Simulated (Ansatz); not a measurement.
# Response of HfN to small distortions

```
CELL_PARAMETERS angstrom
0.00000 2.25900 2.25900
2.25900 0.00000 2.25900
2.25900 2.25900 0.00000
ATOMIC_POSITIONS crystal
Hf 0.00000 0.00000 0.00000
N 0.50000 0.50000 0.50000
```

Atom numbers follow the list: Hf1, N2.

The cell comes from COD entry 1539063, which wasn't checked; take it as a given geometry.

Spin polarisation is left out, and whether a magnetic state lies lower isn't shown here.

Spin–orbit coupling is left out, though it moves levels of the heavy atoms by tenths of an eV or more.

Computed with DFT, PBEsol, all-electron PAW with datasets made for the crystal, scalar-relativistic in Ansatz 0.2.0.

Sampling and basis: a Γ-centred 10×10×10 k mesh, Fermi–Dirac smearing of 0.01 eV, cutoff 420 eV (chosen by the program for this cell), no spin polarisation.

The unchanged cell is at -2.96 GPa.

In a metal, stresses and small energies carry noise from the k mesh.

x, y and z are the Cartesian axes of the cell as listed; fractional coordinates follow a strain, and an engineering shear is twice the off-diagonal strain component.

With equal xy, yz and zx engineering shear strains of -2 %: energy change +4 meV/atom; stress change (xx, yy, zz, yz, xz, xy) 0.07, 0.07, 0.07, 2.27, 2.27, 2.27 GPa, compression positive.

With equal xy, yz and zx engineering shear strains of -1 %: energy change +1 meV/atom; stress change (xx, yy, zz, yz, xz, xy) 0.01, 0.01, 0.01, 0.84, 0.84, 0.84 GPa, compression positive.

(1) With this change (equal xy, yz and zx engineering shear strains of +1 %), what becomes of the energy and stress?

(2) With this change (equal xy, yz and zx engineering shear strains of +2 %), what becomes of the energy and stress?

Answers

(1) Energy change +1 meV/atom; stress change (xx, yy, zz, yz, xz, xy) -0.01, -0.01, -0.01, -1.07, -1.07, -1.07 GPa, compression positive.

(2) Energy change +5 meV/atom; stress change (xx, yy, zz, yz, xz, xy) 0.10, 0.10, 0.10, -2.01, -2.01, -2.01 GPa, compression positive.
